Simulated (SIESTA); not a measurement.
SiNi under changes of volume

One of the cells (11.514 Å³/atom); the others are scaled copies at fixed shape and fractional positions:

```
Ni Si
1.0
     2.96226    0.00000    0.00000
     0.00000    3.30205    0.00000
     0.00000    0.00000    4.70842
Ni Si
2 2
Cartesian
  1.4811 1.6510 1.6126
  0.0000 0.0000 3.0958
  1.4811 1.6510 3.9699
  0.0000 0.0000 0.7385
```

The cell is a database's computed one.

```yaml
Program: SIESTA 5.4.2
Functional: PBE
Potentials_or_basis: PseudoDojo 0.4 standard (PBE files)
Basis: DZP (energy shift 0.003 Ry; two zetas on semicore shells)
Grid_cutoff: 800 Ry
Energy_shift: 0.003 Ry
k_mesh: 9 × 8 × 6
Occupations: fermi-dirac, width 0.05 eV
Spin: collinear spin, ferromagnetic start
Starting_moments: "[1.0, 1.0, 0.0, 0.0] μB"
```

```tsv
volume (Å³/atom)	energy over the lowest point (meV/atom)	pressure (GPa)	largest force (eV/Å)
10.611	?	?	?
10.837	38.37	16.2	0.306
11.062	19.23	11.1	0.244
11.514	0.57	2.4	0.074
11.740	0.00	-1.4	0.063
11.965	4.38	-4.7	0.094
```

Q: What does the run at 10.611 Å³/atom give?

A: Energy over the lowest point 65.29 meV/atom; pressure 22.1 GPa; largest force 0.346 eV/Å.

Worked out: A Birch-Murnaghan fit of order 3 (a polynomial in V^(-2/3)) to the other rows has its minimum at 11.65 Å³/atom with B0 = V·E''(V) = 192 GPa and B' = 4.2 at fixed shape and positions, which overstates the stiffness. It gives 65.18 meV/atom at 10.611 Å³/atom, against the run's 65.29, and -dE/dV = 21.9 GPa, against 22.1.

Energies are extrapolated to zero smearing.

Caveats: short orbitals over semicore shells can move pressures by several GPa; the basis of atomic orbitals isn't converged, which shifts pressures, moduli and gaps.
